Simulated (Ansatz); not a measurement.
# As: the cost of one run

Computed with Ansatz 0.2.0 (DFT PBE+D3(BJ), scalar-relativistic, plane waves, PAW, unless a step's input says otherwise).

That is the level of the relaxation; later steps name their own.

3 further runs of the same task are left out: 3 set aside as unsound or not needed.

## Step 1: The system as given

Symmetry: Cmce, No. 64, orthorhombic system. The conventional cell has a = 3.735 Å, b = 10.831 Å, c = 4.301 Å, α = 90.00°, β = 90.00°, γ = 90.00°. As (site symmetry m) is surrounded by 3 As at 2.49 to 2.51 Å.

As a file:

```
CELL_PARAMETERS angstrom
1.86740 -5.41559 0.00000
1.86740 5.41559 0.00000
0.00000 0.00000 4.30144
ATOMIC_POSITIONS crystal
As 0.88739 0.11261 0.05576
As 0.61261 0.38739 0.55576
As 0.11261 0.88739 0.94424
As 0.38739 0.61261 0.44424
```

This cell was relaxed beforehand with the same method: volume 21.75 Å³/atom, gap on the mesh none (metal).

## Step 2: The run at PBE+D3(BJ)

File input.yaml:

```yaml
crystal:
  lattice:
    - [1.8673970472, -5.4155872316, 0.0]
    - [1.8673970472, 5.4155872316, 0.0]
    - [0.0, 0.0, 4.3014404854]
  atoms:
    - { symbol: As, position: [0.8873935503, 0.1126064497, 0.0557612836] }
    - { symbol: As, position: [0.6126064497, 0.3873935503, 0.5557612836] }
    - { symbol: As, position: [0.1126064497, 0.8873935503, 0.9442387164] }
    - { symbol: As, position: [0.3873935503, 0.6126064497, 0.4442387164] }
basis:
  ecutwfc: 420
kpoints:
  mp_grid: { grid: [12, 12, 10] }
  band_path:
    path:
      - [0.0, 0.0, 0.0]
      - [-0.5, 0.5, 0.0]
      - [-0.2797250253, 0.7202749747, 0.0]
      - [0.2797250253, 0.2797250253, 0.0]
      - [0.0, 0.0, 0.5]
      - [0.2797250253, 0.2797250253, 0.5]
      - [-0.2797250253, 0.7202749747, 0.5]
      - [-0.5, 0.5, 0.5]
      - [0.0, 0.5, 0.0]
      - [0.0, 0.5, 0.5]
      - [0.16666667, -0.16666667, 0.4]
      - [0.41666667, 0.41666667, 0.0]
    npoints: 1
hamiltonian:
  xc: pbe
  dispersion: d3bj
scf:
  occupations: { method: gaussian, width: 0.1 }
  n_extra_bands: 5
output:
  forces: true
  stress: true
  eigenvalues: true
```

Launch:

```
> ansatz run input.yaml --threads 2 --pin off --max-ram 5120MiB --backend cpu --events-out ev --progress --plain --runs-dir out
```

What time and memory should one allow on 2 threads of Intel Xeon at 2.70GHz, shared host?

About 38 s, with a peak of 0.78 GiB.
